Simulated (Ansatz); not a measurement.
BeS (started from an entry of an open crystallographic database), relaxed with r2SCAN: space group F-43m (No. 216), cubic; conventional cell a = 4.869 Å, 14.43 Å³ an atom. Around Be lie 4 S at 2.11 Å; around S lie 4 Be at 2.11 Å. One-shot G0W0@PBE in Ansatz 0.2.0 on a 6×6×6 mesh (contour deformation, no spin-orbit coupling), from a PBE gap of 3.134 eV over the mesh points (the G0W0 gap is indirect on the mesh); the number N of bands summed and the screening cutoff rise together. No spin polarisation and no zero-point or thermal motion.

```tsv
N	cutoff (eV)	1000/N	G0W0 gap (eV)
69	100	14.493	4.324
162	180	6.173	4.489
```

**Lay a straight line in 1000/N through these rows.** The slope is -0.0198 eV per unit of 1000/N and the intercept 4.611 eV.

**Predict the gap at N = 310 (260 eV).** 4.611 + (-0.0198) × 3.226 = 4.547 eV; the run gives 4.550 eV, +0.003 eV from the line.

**With that run's result added, what limit do the last two rows suggest?** Their slope is (4.550 − 4.489)/(3.226 − 6.173) = -0.0207, which meets 1/N = 0 at 4.62 eV, against 4.611 eV from the first line. The two lines nearly agree; the k mesh isn't extrapolated.
